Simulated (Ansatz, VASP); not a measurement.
## One calculation of Ag, two programs

File INCAR:

```
PREC = Accurate
ENCUT = 520
EDIFF = 1E-6
ISMEAR = -1
SIGMA = 0.1
LREAL = F
LASPH = T
NELM = 80
ALGO = Fast
ISIF = 2
LWAVE = F
LCHARG = F
GGA = CA
NBANDS = 18
```

The input KPOINTS:

```
regular mesh
0
Gamma
  13 13 7
```

The input POSCAR:

```
Ag
1.0
    2.9645157800      0.0000000000      0.0000000000
   -1.4822578900      2.5673414900      0.0000000000
    0.0000000000      0.0000000000      4.8464268100
Ag
2
Direct
    0.3333000000      0.6667000000      0.2500000000
    0.6666000000      0.3333000000      0.7500000000
```

Input for Ansatz:

```yaml
crystal:
  lattice:
    - [2.96451578, 0.0, 0.0]
    - [-1.48225789, 2.56734149, 0.0]
    - [0.0, 0.0, 4.84642681]
  atoms:
    - { symbol: Ag, position: [0.3333, 0.6667, 0.25] }
    - { symbol: Ag, position: [0.6666, 0.3333, 0.75] }
  symmetry: { tolerance: 0.0003 }
kpoints:
  mp_grid: { grid: [13, 13, 7], shift: [0, 0, 0] }
  band_path:
    path:
      - [0.0, 0.0, 0.0]
      - [0.50000033, -4.4e-07, 0.0]
      - [0.33333355, 0.33333268, 0.0]
      - [0.0, 0.0, 0.0]
      - [0.0, 0.0, 0.5]
      - [0.50000033, -4.4e-07, 0.5]
      - [0.33333355, 0.33333268, 0.5]
      - [0.0, 0.0, 0.5]
      - [0.50000033, -4.4e-07, 0.5]
      - [0.50000033, -4.4e-07, 0.0]
      - [0.33333355, 0.33333268, 0.5]
    npoints: 14
magnetization:
  spin_polarized: false
scf:
  occupations: { method: fermi_dirac }
  lower_state_search: "off"
  max_iter: 200
hamiltonian:
  pseudopotentials: { kind: paw }
  xc: lda
basis:
  ecutwfc: 420
  fft_grid_basis: typed
output:
  forces: true
  stress: true
  eigenvalues: true
  bader: true
  populations: true
  elf: true
  write_potential: true
  volumetric_format: npy
  dos:
    e_range: [-12, 8]
    de: 0.05
    projected: { site_lists: { Ag: [Ag] } }
checkpoint:
  read: saved_state
```

This isn't the form of Ag at room conditions, which is fcc.

Alike in both runs: task single point; functional LDA; k mesh 13 × 13 × 7; no spin polarisation.

|  | VASP | Ansatz |
| --- | --- | --- |
| version | VASP 6.6.1 | Ansatz 0.2.0 |
| potentials or method | VASP PAW LDA potentials, release 64 (Ag) | PAW plane waves |
| plane-wave cutoff (eV) | 520 | 420 |
| occupations | fermi-dirac, width 0.1 eV | fermi-dirac |
| valence electrons in the cell | 22 | 38 |

|  | VASP | Ansatz | Ansatz less VASP |
| --- | --- | --- | --- |
| pressure (GPa) | -12.8 | -13.1 | -0.30 |
| largest component of the traceless stress (GPa) | 0.89 | 0.89 | +0.007 |

The two sets of potentials don't hold the same shells in valence. Ansatz warned: «structure_snapped_to_symmetry».
